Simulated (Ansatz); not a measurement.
Gd:

```
Gd
1.0
     0.00000    2.58582    2.58582
     2.58582    0.00000    2.58582
     2.58582    2.58582    0.00000
Gd
1
Direct
  0.00000 0.00000 0.00000
```

This isn't the form of Gd at room conditions, which is hcp.

Base run:

| Item | Value |
| --- | --- |
| Program | Ansatz 0.2.0 |
| Functional | PBE |
| Potentials or basis | Ansatz PAW |
| Cutoff | 420 eV (not typed: the program's choice for these potentials) |
| k mesh | 8 × 8 × 8 |
| Occupations | fermi-dirac, width 0.05 eV |
| Spin | collinear spin, ferromagnetic start |
| Starting moments | [1.8] μB |
| Fixed moment | 1.8 μB |

Its results: pressure 4.1 GPa; site moments Gd +2.82 μB.

Task: After a change of settings the same cell gave: pressure 0.8 GPa; site moments Gd +9.26 μB. Which change was it?
A. fixed moment from 1.8 μB to 5.2 μB; moments at the start from [1.8] to [5.2]
B. fixed moment from 1.8 μB to 3.5 μB; moments at the start from [1.8] to [3.5]
C. fixed moment from 1.8 μB to 10.5 μB; moments at the start from [1.8] to [10.5]
D. fixed moment from 1.8 μB to 14 μB; moments at the start from [1.8] to [14.0]

Result: C.

Caveats: the total moment is fixed, so each spin has its own Fermi level; the thresholds are loose for stress.
